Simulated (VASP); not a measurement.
# TiO2 (P3_121) in VASP: notebook

Runs on TiO2. Level: PBEsol. Tasks: single point.

Program: VASP 6.6.1. These are calculated values, not measurements. Logs are shortened: lines on timing, memory, paths and dates and some standing lists are left out, and cuts for length are marked.

## Step 1: Starting point

It takes space group P3_121 (No. 152, trigonal). Conventional cell: a = 5.582 Å, b = 5.582 Å, c = 6.082 Å, α = 90.00°, β = 90.00°, γ = 120.00°. Ti (site symmetry 2) is surrounded by 4 O at 1.81 to 1.82 Å. O (site symmetry 1) is surrounded by 2 Ti at 1.81 to 1.82 Å.

Measurements of this composition are mostly on another form, of space group No. 141.

## Step 2: Single point, PBEsol

Input file INCAR:

```
ADDGRID = F ; ALGO = Normal
EDIFF = 1E-7 ; ENCUT = 340
GGA = PS ; ISIF = 2
ISMEAR = 0 ; LASPH = T
LCHARG = F ; LREAL = F
LWAVE = F ; NELM = 100
PREC = Accurate ; SIGMA = 0.05
```

Input file KPOINTS:

```
k-points
0
Gamma
  5 5 4
```

Input file POSCAR:

```
TiO2
1.0
    5.5822227355      0.0000000000      0.0000000000
   -2.7911113678      4.8343466985      0.0000000000
    0.0000000000      0.0000000000      6.0824678800
Ti O
3 6
Direct
    0.4669367500      0.0000000000      0.3333333333
    0.0000000000      0.4669367500      0.6666666667
    0.5330632500      0.5330632500      0.0000000000
    0.5810657200      0.8514331800      0.1206639333
    0.7296325400      0.1485668200      0.5460027333
    0.2703674600      0.4189342800      0.7873306000
    0.8514331800      0.5810657200      0.8793360667
    0.1485668200      0.7296325400      0.4539972667
    0.4189342800      0.2703674600      0.2126694000
```

Potentials or basis: VASP PAW PBE potentials, release 64 (Ti_sv, O).

Started as:

```bash
> cat potpaw_PBE.64/Ti_sv/POTCAR potpaw_PBE.64/O/POTCAR > POTCAR
> mpirun -np 1 vasp_std > vasp.out
```

OUTCAR:

```text
EDIFF = 1E-7
   ENCUT = 340
   GGA = PS
   ISIF = 2
   ISMEAR = 0
   LASPH = T
   LREAL = F
   NELM = 100
   PREC = Accurate

 Found     17 irreducible k-points:

 Following reciprocal coordinates:
            Coordinates               Weight
  0.000000  0.000000  0.000000      1.000000
  0.200000  0.000000  0.000000      6.000000
  0.400000  0.000000  0.000000      6.000000
  0.200000  0.200000  0.000000      6.000000
  0.400000  0.200000  0.000000      6.000000
  0.000000  0.000000  0.250000      2.000000
   k-points           NKPTS =     17   k-points in BZ     NKDIM =     17   number of bands    NBANDS=     43
   number of dos      NEDOS =    301   number of ions     NIONS =      9
   total plane-waves  NPLWV =  51840
   dimension x,y,z NGX =    36 NGY =   36 NGZ =   40
   dimension x,y,z NGXF=    72 NGYF=   72 NGZF=   80
   ions per type =               3   6
   NGX,Y,Z   is equivalent  to a cutoff of  10.72, 10.72, 10.93 a.u.
   NGXF,Y,Z  is equivalent  to a cutoff of  21.44, 21.44, 21.87 a.u.
 SYSTEM =  unknown system
   PREC   = accura    normal or accurate (medium, high low for compatibility)
   ISTART =      0    job   : 0-new  1-cont  2-samecut
   ICHARG =      2    charge: 1-file 2-atom 10-const
   ISPIN  =      1    spin polarized calculation?
   LNONCOLLINEAR =      F non collinear calculations
   LSORBIT =      F    spin-orbit coupling
   LASPH  =      T    aspherical Exc in radial PAW
   ENCUT  =  340.0 eV  24.99 Ry    5.00 a.u.   8.39  8.39  9.14*2*pi/ulx,y,z
   NELM   =    100;   NELMIN=  2; NELMDL= -5     # of ELM steps
   EDIFF  = 0.1E-06   stopping-criterion for ELM
   LREAL  =      F    real-space projection
   EDIFFG = 0.1E-05   stopping-criterion for IOM
   NSW    =      0    number of steps for IOM
   IBRION =     -1    ionic relax: 0-MD 1-quasi-New 2-CG
   NFREE  =      0    steps in history (QN), initial steepest desc. (CG)
   ISIF   =      2    stress and relaxation
   ISYM   =      2    0-nonsym 1-usesym 2-fastsym
   POTIM  = 0.5000    time-step for ionic-motion
   TEBEG  =    0.0;   TEEND  =   0.0 temperature during run
   PSTRESS=    0.0 pullay stress
   NELECT =      72.0000    total number of electrons
   NUPDOWN=      -1.0000    fix difference up-down
   EMIN   =  10.00;   EMAX   =-10.00  energy-range for DOS
   EFERMI =   0.00;   METHOD = LEGACY
   ISMEAR =     0;   SIGMA  =   0.05  broadening in eV -4-tet -1-fermi 0-gaus
   EFERMI_NEDOS =   21; number of points for ismear=-14 and -15
   IALGO  =     38    algorithm
   IMIX   =      4    mixing-type and parameters
     AMIX     =   0.40;   BMIX     =  1.00
     AMIX_MAG =   1.60;   BMIX_MAG =  1.00
  volume/ion in A,a.u.               =      18.24       123.08
  Fermi-wavevector in a.u.,A,eV,Ry     =   1.243877  2.350587 21.051339  1.547230
  Thomas-Fermi vector in A             =   2.378168
   LORBIT       =      0    0 simple, 1 ext, 2 COOP (PROOUT), +10 PAW based schemes
   GGA     = PS    functional components
   LHFCALC =     F    Hartree Fock is set to
   AEXX    =    0.0000 exact exchange contribution
   IVDW    =     0    specifies the selected vdW correction
   LEPSILON=     F    determine dielectric tensor
   LRPA    =     F    only Hartree local field effects (RPA)
 non-spin polarized calculation
 Gauss-broadening in eV      SIGMA  =   0.05
  energy-cutoff  :      340.00
  volume of cell :      164.14
 maximum number of plane-waves:      2365
 NGX is ok and might be reduce to    36
   NGX = 17   NGY = 17   NGZ = 19

 number of electron      72.0000019 magnetization

 Free energy of the ion-electron system (eV)
  ---------------------------------------------------
  ext. energy  EPLUGINS =         0.00000000
  ---------------------------------------------------
  free energy    TOTEN  =       -83.46890795 eV

  energy without entropy =      -83.46890795  energy(sigma->0) =      -83.46890795

 E-fermi :  -0.9071     XC(G=0):  -8.1749

 val. band max:       -1.1238881757   @ k =   0.0000   0.0000   0.5000
 cond. band min:       2.4034545445   @ k =   0.0000   0.0000   0.5000
 fundamental gap:      3.5273427201
 Fermi energy:        -0.9071484024

 k-point     1 :       0.0000    0.0000    0.0000
  band No.  band energies     occupation
      1     -56.1569      2.00000
      2     -56.1444      2.00000
      3     -56.1444      2.00000
      4     -32.7389      2.00000
      5     -32.7101      2.00000
      6     -32.7100      2.00000
[... 35 lines left out ...]
     42       3.6220      0.00000
     43       4.1480      0.00000

 k-point     2 :       0.2000    0.0000    0.0000
  band No.  band energies     occupation
      1     -56.1559      2.00000
      2     -56.1452      2.00000
      3     -56.1442      2.00000
      4     -32.7370      2.00000
      5     -32.7158      2.00000
      6     -32.7142      2.00000
[... 35 lines left out ...]
     42       3.9111      0.00000
     43       4.3357      0.00000

 k-point     3 :       0.4000    0.0000    0.0000
  band No.  band energies     occupation
      1     -56.1531      2.00000
      2     -56.1475      2.00000
      3     -56.1441      2.00000
      4     -32.7334      2.00000
      5     -32.7235      2.00000
      6     -32.7192      2.00000
[... 35 lines left out ...]
     42       4.3104      0.00000
     43       4.3577      0.00000

 k-point     4 :       0.2000    0.2000    0.0000
  band No.  band energies     occupation
      1     -56.1538      2.00000
      2     -56.1469      2.00000
      3     -56.1439      2.00000
      4     -32.7341      2.00000
      5     -32.7208      2.00000
      6     -32.7202      2.00000
[... 35 lines left out ...]
     42       4.1451      0.00000
     43       4.3640      0.00000

 k-point     5 :       0.4000    0.2000    0.0000
  band No.  band energies     occupation
      1     -56.1516      2.00000
      2     -56.1490      2.00000
      3     -56.1440      2.00000
      4     -32.7321      2.00000
      5     -32.7249      2.00000
      6     -32.7229      2.00000
[... 35 lines left out ...]
     42       4.1479      0.00000
     43       4.3539      0.00000

 k-point     6 :       0.0000    0.0000    0.2500
  band No.  band energies     occupation
      1     -56.1559      2.00000
      2     -56.1485      2.00000
      3     -56.1413      2.00000
      4     -32.7344      2.00000
      5     -32.7155      2.00000
      6     -32.7139      2.00000
[... 35 lines left out ...]
     42       3.5989      0.00000
     43       4.0020      0.00000

 [... further k-points ...]

------------------------ aborting loop because EDIFF is reached ----------------------------------------

  FORCE on cell =-STRESS in cart. coord.  units (eV):
  Direction    XX          YY          ZZ          XY          YZ          ZX
  --------------------------------------------------------------------------------------
  -------------------------------------------------------------------------------------
  Total      -14.6975054    -14.6975054    -14.6252071      0.0000000     -0.0000000     -0.0000000
  in kB     -143.4595393   -143.4595393   -142.7538493      0.0000000     -0.0000000     -0.0000000
  external PRESSURE =    -143.2243093 kB  Pullay stress =       0.0000000 kB

 VOLUME and BASIS-vectors are now :
 -----------------------------------------------------------------------------
  energy-cutoff  :      340.00
  volume of cell :      164.14
      direct lattice vectors                 reciprocal lattice vectors
     5.582222736  0.000000000  0.000000000     0.179140111  0.103426591  0.000000000
    -2.791111368  4.834346699  0.000000000     0.000000000  0.206853183  0.000000000
     0.000000000  0.000000000  6.082467880     0.000000000  0.000000000  0.164406951

 POSITION                                       TOTAL-FORCE (eV/Angst)
 -----------------------------------------------------------------------------------
      2.60654      0.00000      2.02749         0.015757      0.000000     -0.000000
     -1.30327      2.25733      4.05498        -0.007878      0.013646      0.000000
      1.48784      2.57701      0.00000        -0.007878     -0.013646      0.000000
      0.86719      4.11612      0.73393        -0.041157     -0.061269      0.044158
      3.65830      0.71822      3.32104        -0.041157      0.061269     -0.044158
      0.33996      2.02527      4.78891        -0.032482      0.066277      0.044158
      3.13107      2.80907      5.34853        -0.032482     -0.066277     -0.044158
     -1.20715      3.52730      2.76142         0.073638     -0.005008      0.044158
      1.58396      1.30705      1.29355         0.073638      0.005008     -0.044158
 -----------------------------------------------------------------------------------
    total drift:                               -0.000069     -0.000121     -0.000000

  FREE ENERGIE OF THE ION-ELECTRON SYSTEM (eV)
  ---------------------------------------------------
  free  energy   TOTEN  =       -83.4689079545 eV

  energy  without entropy=      -83.4689079545  energy(sigma->0) =      -83.46890795
```

It took 37 s on 1 thread of Intel Xeon 6975P-C (Granite Rapids), shared host; peak memory 0.23 GiB.

The run converged, but a check on its numbers failed (symmetry, net force, bounds or a known fault of this set-up), so they aren't taken as properties of the crystal.

Caveat: the cutoff lies under the usual one of these potentials, so the numbers hold a large basis-set error; the PAW data sets were made with another functional, which shifts forces and pressure a little; an odd mesh through Γ misses points on the zone boundary, where band edges often lie.

## Step 3: Single point, PBEsol

INCAR: that of step 2 with these lines changed.

```diff
@@ -1,3 +1,3 @@
 ADDGRID = F ; ALGO = Normal
-EDIFF = 1E-7 ; ENCUT = 340
+EDIFF = 1E-7 ; ENCUT = 280
 GGA = PS ; ISIF = 2
```

Input file KPOINTS:

```
k-points
0
Gamma
  6 6 5
```

POSCAR is that of step 2.

Potentials or basis: VASP PAW PBE potentials, release 64 (Ti_sv, O).

Started as:

```bash
> cat potpaw_PBE.64/Ti_sv/POTCAR potpaw_PBE.64/O/POTCAR > POTCAR
> mpirun -np 1 vasp_std > vasp.out
```

It took 47 s on 1 thread of Intel Xeon 6975P-C (Granite Rapids), shared host; peak memory 0.2 GiB.

The run converged, but a check on its numbers failed (symmetry, net force, bounds or a known fault of this set-up), so they aren't taken as properties of the crystal.

Caveat: the cutoff lies under the usual one of these potentials, so the numbers hold a large basis-set error; a pressure of tens of GPa on the cell as given is suspect, and the run, the potentials or the cell itself is likely at fault; the PAW data sets were made with another functional, which shifts forces and pressure a little; an odd mesh through Γ misses points on the zone boundary, where band edges often lie.

## Step 4: Single point, PBEsol

Input file INCAR:

```
ADDGRID = F ; ALGO = Normal
EDIFF = 1E-7 ; ENCUT = 460
GGA = PS ; ISIF = 2
ISMEAR = 0 ; LASPH = T
LCHARG = F ; LREAL = F
LWAVE = F ; NELM = 100
PREC = Accurate ; SIGMA = 0.5
```

Input file KPOINTS:

```
k-points
0
Gamma
  5 5 4
```

POSCAR is that of step 3.

Potentials or basis: VASP PAW PBE potentials, release 64 (Ti_sv, O).

Started as:

```bash
> cat potpaw_PBE.64/Ti_sv/POTCAR potpaw_PBE.64/O/POTCAR > POTCAR
> mpirun -np 1 vasp_std > vasp.out
```

OUTCAR:

```text
EDIFF = 1E-7
   ENCUT = 460
   GGA = PS
   ISIF = 2
   ISMEAR = 0
   LASPH = T
   LREAL = F
   NELM = 100
   PREC = Accurate

 Found     17 irreducible k-points:

 Following reciprocal coordinates:
            Coordinates               Weight
  0.000000  0.000000  0.000000      1.000000
  0.200000  0.000000  0.000000      6.000000
  0.400000  0.000000  0.000000      6.000000
  0.200000  0.200000  0.000000      6.000000
  0.400000  0.200000  0.000000      6.000000
  0.000000  0.000000  0.250000      2.000000
   k-points           NKPTS =     17   k-points in BZ     NKDIM =     17   number of bands    NBANDS=     43
   number of dos      NEDOS =    301   number of ions     NIONS =      9
   total plane-waves  NPLWV =  76800
   dimension x,y,z NGX =    40 NGY =   40 NGZ =   48
   dimension x,y,z NGXF=    80 NGYF=   80 NGZF=   96
   ions per type =               3   6
   NGX,Y,Z   is equivalent  to a cutoff of  11.91, 11.91, 13.12 a.u.
   NGXF,Y,Z  is equivalent  to a cutoff of  23.83, 23.83, 26.24 a.u.
 SYSTEM =  unknown system
   PREC   = accura    normal or accurate (medium, high low for compatibility)
   ISTART =      0    job   : 0-new  1-cont  2-samecut
[... 68 lines left out ...]
      3     -56.1500      2.00000
      4     -32.7231      2.00000
      5     -32.6941      2.00000
      6     -32.6941      2.00000
[... 265 lines left out ...]
     42       3.6071      0.00000
     43       4.0088      0.00000

 [... further k-points ...]

------------------------ aborting loop because EDIFF is reached ----------------------------------------

  FORCE on cell =-STRESS in cart. coord.  units (eV):
  Direction    XX          YY          ZZ          XY          YZ          ZX
  --------------------------------------------------------------------------------------
  -------------------------------------------------------------------------------------
  Total       -1.5973488     -1.5973488     -1.6591823      0.0000000      0.0000000     -0.0000000
  in kB      -15.5914159    -15.5914159    -16.1949614      0.0000000      0.0000000     -0.0000000
  external PRESSURE =     -15.7925978 kB  Pullay stress =       0.0000000 kB

 VOLUME and BASIS-vectors are now :
 -----------------------------------------------------------------------------
  energy-cutoff  :      460.00
  volume of cell :      164.14
      direct lattice vectors                 reciprocal lattice vectors
     5.582222736  0.000000000  0.000000000     0.179140111  0.103426591  0.000000000
    -2.791111368  4.834346699  0.000000000     0.000000000  0.206853183  0.000000000
     0.000000000  0.000000000  6.082467880     0.000000000  0.000000000  0.164406951

 POSITION                                       TOTAL-FORCE (eV/Angst)
 -----------------------------------------------------------------------------------
      2.60654      0.00000      2.02749         0.016603      0.000000      0.000000
     -1.30327      2.25733      4.05498        -0.008301      0.014378      0.000000
      1.48784      2.57701      0.00000        -0.008301     -0.014378      0.000000
      0.86719      4.11612      0.73393        -0.038169     -0.071794      0.056511
      3.65830      0.71822      3.32104        -0.038169      0.071794     -0.056511
      0.33996      2.02527      4.78891        -0.043091      0.068953      0.056511
      3.13107      2.80907      5.34853        -0.043091     -0.068953     -0.056511
     -1.20715      3.52730      2.76142         0.081260      0.002842      0.056511
      1.58396      1.30705      1.29355         0.081260     -0.002842     -0.056511
 -----------------------------------------------------------------------------------
    total drift:                               -0.000000     -0.000001      0.000000

  FREE ENERGIE OF THE ION-ELECTRON SYSTEM (eV)
  ---------------------------------------------------
  free  energy   TOTEN  =       -83.1734063237 eV

  energy  without entropy=      -83.1734060848  energy(sigma->0) =      -83.17340620
```

OSZICAR:

```text
N       E                     dE             d eps       ncg     rms          rms(c)
DAV:   1     0.986972063769E+03    0.98697E+03   -0.34911E+04  1502   0.164E+03
DAV:   2     0.467333884559E+02   -0.94024E+03   -0.91710E+03  1900   0.513E+02
DAV:   3    -0.933895595543E+02   -0.14012E+03   -0.13895E+03  1918   0.202E+02
DAV:   4    -0.105507582339E+03   -0.12118E+02   -0.12107E+02  2444   0.556E+01
DAV:   5    -0.106200480888E+03   -0.69290E+00   -0.69279E+00  2188   0.994E+00    0.431E+01
DAV:   6    -0.841222123840E+02    0.22078E+02   -0.19989E+02  2308   0.104E+02    0.183E+01
DAV:   7    -0.833343589498E+02    0.78785E+00   -0.40781E+01  2150   0.382E+01    0.116E+01
DAV:   8    -0.833146347126E+02    0.19724E-01   -0.58771E+00  1970   0.189E+01    0.397E+00
DAV:   9    -0.831526694403E+02    0.16197E+00   -0.15200E+00  2110   0.905E+00    0.118E+00
DAV:  10    -0.831735014805E+02   -0.20832E-01   -0.11523E-01  1785   0.243E+00    0.375E-01
DAV:  11    -0.831724182010E+02    0.10833E-02   -0.87608E-03  1795   0.655E-01    0.109E-01
DAV:  12    -0.831734096692E+02   -0.99147E-03   -0.22635E-03  2201   0.234E-01    0.832E-02
DAV:  13    -0.831733919767E+02    0.17692E-04   -0.57846E-04  2052   0.187E-01    0.224E-02
DAV:  14    -0.831734067819E+02   -0.14805E-04   -0.93627E-05  2209   0.654E-02    0.888E-03
DAV:  15    -0.831734063101E+02    0.47173E-06   -0.32030E-06  1844   0.119E-02    0.404E-03
DAV:  16    -0.831734063237E+02   -0.13523E-07   -0.63975E-07  1804   0.507E-03
   1 F= -.83173406E+02 E0= -.83173406E+02  d E =-.238813E-06
```

Run time: 60 s. Hardware: 1 thread of Intel Xeon 6975P-C (Granite Rapids), shared host; peak memory 0.29 GiB.

These settings aren't checked as converged: the numbers below hold their error.

What came out:

* Free energy: -83.1734 eV
* Pressure: -1.6 GPa
* Largest force: 0.099 eV/Å
* Band gap on the k mesh: 3.51 eV, direct

Caveat: the cutoff is under 1.25 times the usual one of these potentials, so pressure, stress and relaxed cells hold a basis-set (Pulay) error; the PAW data sets were made with another functional, which shifts forces and pressure a little; an odd mesh through Γ misses points on the zone boundary, where band edges often lie.

## Step 5: Single point, PBEsol

INCAR: that of step 4 with these lines changed.

```diff
@@ -6,2 +6,2 @@
 LWAVE = F ; NELM = 100
-PREC = Accurate ; SIGMA = 0.5
+PREC = Accurate ; SIGMA = 0.1
```

KPOINTS is that of step 4.

POSCAR is that of step 4.

Started as:

```bash
> cat potpaw_PBE.64/Ti_sv/POTCAR potpaw_PBE.64/O/POTCAR > POTCAR
> mpirun -np 1 vasp_std > vasp.out
```

It took 60 s on 1 thread of Intel Xeon 6975P-C (Granite Rapids), shared host; peak memory 0.29 GiB.

The run converged, but some of its settings lie outside the range that counts as converged, so its numbers aren't taken as properties of the crystal.

What came out:

```
Free energy            : -83.1734 eV
Pressure               : -1.6 GPa
Largest force          : 0.099 eV/Å
Band gap on the k mesh : 3.51 eV, direct
```

Caveat: the cutoff is under 1.25 times the usual one of these potentials, so pressure, stress and relaxed cells hold a basis-set (Pulay) error; the PAW data sets were made with another functional, which shifts forces and pressure a little; an odd mesh through Γ misses points on the zone boundary, where band edges often lie.

## Step 6: Single point, PBEsol

INCAR: that of step 5 with these lines changed.

```diff
@@ -6,2 +6,2 @@
 LWAVE = F ; NELM = 100
-PREC = Accurate ; SIGMA = 0.1
+PREC = Low ; SIGMA = 0.05
```

KPOINTS is that of step 5.

POSCAR is that of step 5.

Potentials or basis: VASP PAW PBE potentials, release 64 (Ti_sv, O).

Started as:

```bash
> cat potpaw_PBE.64/Ti_sv/POTCAR potpaw_PBE.64/O/POTCAR > POTCAR
> mpirun -np 1 vasp_std > vasp.out
```

Run time: 36 s. Hardware: 1 thread of Intel Xeon 6975P-C (Granite Rapids), shared host; peak memory 0.18 GiB.

These settings aren't checked as converged: the numbers below hold their error.

What came out:

* Free energy: -83.1832 eV
* Pressure: -1.5 GPa
* Largest force: 0.082 eV/Å
* Band gap on the k mesh: 3.51 eV, direct

Caveat: the cutoff is under 1.25 times the usual one of these potentials, so pressure, stress and relaxed cells hold a basis-set (Pulay) error; the PAW data sets were made with another functional, which shifts forces and pressure a little; an odd mesh through Γ misses points on the zone boundary, where band edges often lie.

## Step 7: The reference run

An earlier run on the cell as given: functional PBE; potentials or basis VASP PAW PBE potentials, release 64 (Ti_sv, O); cutoff 520 eV; k mesh 6 × 6 × 5; occupations fermi-dirac, width 0.05 eV; no spin polarisation.

* Pressure: 1.9 GPa
* Largest force: 0.092 eV/Å
* Band gap on the k mesh: 3.61 eV, indirect (least direct gap 3.62 eV)
